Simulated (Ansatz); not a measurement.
Predict the output of the script below (Ansatz 0.2.0, Python API).

`robust_znf2.py`
```python
# -*- coding: utf-8 -*-
"""Fall back on smearing if ZnF2 turns out to have no gap."""

import warnings

import ansatz as az


def main():
    lattice = az.Lattice.of(
        (4.7048, 0.0, 0.0),
        (0.0, 4.7048, 0.0),
        (0.0, 0.0, 3.1338),
    )
    sites = [
        ("Zn", (0.0, 0.0, 0.0)),
        ("Zn", (0.5, 0.5, 0.5)),
        ("F", (0.3024, 0.3024, 0.0)),
        ("F", (0.1976, 0.8024, 0.5)),
        ("F", (0.6976, 0.6976, 0.0)),
        ("F", (0.8024, 0.1976, 0.5)),
    ]
    structure = az.Crystal(lattice=lattice)
    for symbol, position in sites:
        structure = structure.atom(symbol, position)

    calculation = (
        structure.calculation()
        .scf(tolerance=1e-07)
        .kpoints(spacing=0.44)
        .functional("pbe")
    )

    warnings.simplefilter("ignore")
    r = None
    try:
        done = calculation.occupations("fixed").scf(max_iterations=60).band_table().run()
        kinds = {n["data"]["kind"] for n in done.notices if n["data"].get("severity") != "audit"}
        print("fixed occupations: gap by band count", round(done.report["gap_by_band_count_ev"], 3), "eV, notices", sorted(kinds))
        if done.report["gap_by_band_count_ev"] > 0.1:
            r = done.report
    except az.AnsatzError as error:
        print(type(error).__name__, "under fixed occupations:", str(error)[:140])
    if r is None:
        r = calculation.occupations("fermi_dirac", width=0.1).run().report
        print("smeared: TS =", round(r["entropy_ts_ev"], 5), "eV")
    print(f"F = {r['free_energy_ev']:.5f} eV")


if __name__ == "__main__":
    main()
```

Output of `python robust_znf2.py`:
```text
fixed occupations: gap by band count 3.553 eV, notices []
F = -9874.12936 eV
```

Notes:
- Absolute energies stand on the zero of these potentials, so only differences at equal settings mean something. A total without «per atom» is that of the cell as typed.
- Along an axis with an odd division the mesh misses the point at one half; a gap read on a finite mesh is an upper bound on this functional's gap.
- Semilocal gaps usually lie well under measured ones.
- The structure is a deposited one; some such entries were measured under pressure or heat, so a shift against it needn't be the functional's error alone.
- Gaps and levels are Kohn-Sham values on a finite set of k-points.
- Timing: 2.4 s on 1 thread of Arm Neoverse V1, on a shared host, peak memory 0.36 GiB.

(A comment or docstring line of the script was reworded after the run, the code is as it ran.)
